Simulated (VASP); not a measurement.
Output of a VASP run:

File OSZICAR:
```
...
DAV:   8    -0.637353681187E+02   -0.51960E+00   -0.63372E-01  1908   0.812E+00    0.250E+00
DAV:   9    -0.634539853201E+02    0.28138E+00   -0.55116E-01  1872   0.818E+00    0.856E-01
DAV:  10    -0.638634666853E+02   -0.40948E+00   -0.33804E-01  1608   0.619E+00    0.280E-01
DAV:  11    -0.638759218735E+02   -0.12455E-01   -0.13956E-02  2004   0.116E+00    0.317E-01
DAV:  12    -0.638772900481E+02   -0.13682E-02   -0.79118E-03  2156   0.161E+00    0.121E-01
DAV:  13    -0.638803327736E+02   -0.30427E-02   -0.50759E-03  2164   0.150E+00    0.597E-02
DAV:  14    -0.638805547456E+02   -0.22197E-03   -0.55520E-04  1956   0.249E-01    0.374E-02
DAV:  15    -0.638807997815E+02   -0.24504E-03   -0.16416E-04  1818   0.143E-01    0.459E-02
DAV:  16    -0.638808048708E+02   -0.50893E-05   -0.78342E-05  2322   0.794E-02    0.303E-02
DAV:  17    -0.638807853502E+02    0.19521E-04   -0.57494E-06  1726   0.246E-02    0.169E-02
DAV:  18    -0.638808125339E+02   -0.27184E-04   -0.71492E-06  1608   0.244E-02    0.800E-03
DAV:  19    -0.638808264064E+02   -0.13872E-04   -0.62109E-06  1596   0.244E-02    0.249E-03
DAV:  20    -0.638808268719E+02   -0.46546E-06   -0.24170E-07  1074   0.603E-03
   1 F= -.63880827E+02 E0= -.63880953E+02  d E =-.638808E+02
       N       E                     dE             d eps       ncg     rms          rms(c)
DAV:   1    -0.639574087300E+02   -0.76582E-01   -0.22083E+00  1938   0.323E+01    0.215E+00
DAV:   2    -0.638905471356E+02    0.66862E-01   -0.16692E-01  2214   0.926E+00    0.656E-01
DAV:   3    -0.638791303988E+02    0.11417E-01   -0.27829E-02  2252   0.456E+00    0.286E-01
DAV:   4    -0.638787788949E+02    0.35150E-03   -0.11926E-02  2210   0.174E+00    0.312E-01
DAV:   5    -0.638805760560E+02   -0.17972E-02   -0.16460E-03  2146   0.526E-01    0.231E-01
DAV:   6    -0.638802579833E+02    0.31807E-03   -0.21568E-04  2378   0.196E-01    0.148E-01
DAV:   7    -0.638806739852E+02   -0.41600E-03   -0.73496E-04  1584   0.346E-01    0.407E-02
DAV:   8    -0.638806669881E+02    0.69972E-05   -0.39192E-04  1696   0.289E-01    0.369E-02
DAV:   9    -0.638807697551E+02   -0.10277E-03   -0.30825E-05  1596   0.521E-02    0.242E-02
DAV:  10    -0.638808075017E+02   -0.37747E-04   -0.46434E-05  1824   0.108E-01    0.186E-02
DAV:  11    -0.638808090459E+02   -0.15442E-05   -0.96609E-06  1842   0.481E-02    0.121E-02
DAV:  12    -0.638808098817E+02   -0.83576E-06   -0.53360E-07  1356   0.823E-03
   2 F= -.63880810E+02 E0= -.63880932E+02  d E =0.169902E-04
       N       E                     dE             d eps       ncg     rms          rms(c)
DAV:   1    -0.639024083843E+02   -0.21599E-01   -0.55395E-01  1938   0.159E+01    0.111E+00
DAV:   2    -0.638849226934E+02    0.17486E-01   -0.43592E-02  2214   0.473E+00    0.327E-01
DAV:   3    -0.638822498330E+02    0.26729E-02   -0.68201E-03  2254   0.223E+00    0.160E-01
DAV:   4    -0.638817994917E+02    0.45034E-03   -0.31577E-03  2106   0.914E-01    0.156E-01
DAV:   5    -0.638825775899E+02   -0.77810E-03   -0.88230E-04  2032   0.415E-01    0.913E-02
DAV:   6    -0.638825327689E+02    0.44821E-04   -0.95388E-05  2194   0.144E-01    0.277E-02
DAV:   7    -0.638825592154E+02   -0.26447E-04   -0.66563E-05  1590   0.899E-02    0.132E-02
DAV:   8    -0.638825413385E+02    0.17877E-04   -0.71449E-05  1928   0.109E-01    0.158E-02
DAV:   9    -0.638825761797E+02   -0.34841E-04   -0.15211E-05  1596   0.416E-02    0.583E-03
DAV:  10    -0.638825754142E+02    0.76550E-06   -0.20305E-06  1310   0.181E-02
   3 F= -.63882575E+02 E0= -.63882700E+02  d E =-.174854E-02
```

### OUTCAR
```
------------------------ aborting loop because EDIFF is reached ----------------------------------------
  FORCE on cell =-STRESS in cart. coord.  units (eV):
  Direction    XX          YY          ZZ          XY          YZ          ZX
  --------------------------------------------------------------------------------------
  Total        0.0013513      0.0013513      0.0094406      0.0000000      0.0000000      0.0000000
  in kB        0.0346146      0.0346146      0.2418273      0.0000000      0.0000000      0.0000000
  external PRESSURE =       0.1036855 kB  Pullay stress =       0.0000000 kB
  volume of cell :       62.55
      direct lattice vectors                 reciprocal lattice vectors
     1.775408296 -3.075097444 -0.000000000     0.281625360 -0.162596473  0.000000000
     1.775408296  3.075097444  0.000000000     0.281625360  0.162596473 -0.000000000
     0.000000000  0.000000000  5.728209565     0.000000000 -0.000000000  0.174574619
 POSITION                                       TOTAL-FORCE (eV/Angst)
 -----------------------------------------------------------------------------------
      1.77541     -1.02503      2.86317        -0.000000     -0.000000     -0.002422
      1.77541      1.02503      5.72728         0.000000      0.000000     -0.002422
      1.77541     -1.02503      5.03603        -0.000000     -0.000000      0.002422
      1.77541      1.02503      2.17192        -0.000000      0.000000      0.002422
 -----------------------------------------------------------------------------------
    total drift:                               -0.000000      0.001481     -0.011761
  FREE ENERGIE OF THE ION-ELECTRON SYSTEM (eV)
  ---------------------------------------------------
  free  energy   TOTEN  =       -63.8825754142 eV

  energy  without entropy=      -63.8829502857  energy(sigma->0) =      -63.88270037

 reached required accuracy - stopping structural energy minimisation
```
(Selected blocks of OUTCAR.)

File POSCAR:
```
InN
1
    1.7707735057    -3.0670697513     0.0000000000
    1.7707735057     3.0670697513    -0.0000000000
    0.0000000000    -0.0000000000     5.7127163817
In N
2 2
Direct
  0.6666670000   0.3333330000   0.4998678299
  0.3333330000   0.6666670000   0.9998678299
  0.6666670000   0.3333330000   0.8791321701
  0.3333330000   0.6666670000   0.3791321701
```

Problem. Write an INCAR and KPOINTS that could have produced this output.

Solution. One answer among several that fit: the input of the run itself, r2SCAN meta-GGA, plane waves, VASP's PBE PAW potentials (set 64).

**INCAR**
```
# general
SYSTEM  = InN
PREC    = Accurate
ENCUT   = 520
LREAL   = F   # projection in real space or not
LASPH   = T   # aspherical one-centre terms

# electronic loop
EDIFF   = 1E-6
NELM    = 100   # most electronic steps
ALGO    = Normal
LMAXMIX = 4   # l cut-off of mixed one-centre charges
LMIXTAU = T

# smearing
ISMEAR  = 1
SIGMA   = 0.1   # width (eV)

# functional
METAGGA = R2SCAN

# ions
IBRION  = 2   # conjugate gradients
NSW     = 60   # most ionic steps
ISIF    = 3   # ions, shape and volume
EDIFFG  = -0.02   # ionic stop

# output
LWAVE   = F
LCHARG  = F
```

### KPOINTS
```
Automatic mesh
0
Gamma
9 9 5
0 0 0
```

POTCAR, in this order: In_d N (PBE.64 set). Program: vasp_std.

The compound is InN in the wurtzite structure. This run relaxes it. Symmetry was kept, so distortions that lower it aren't found. The start is the result of an earlier pass.
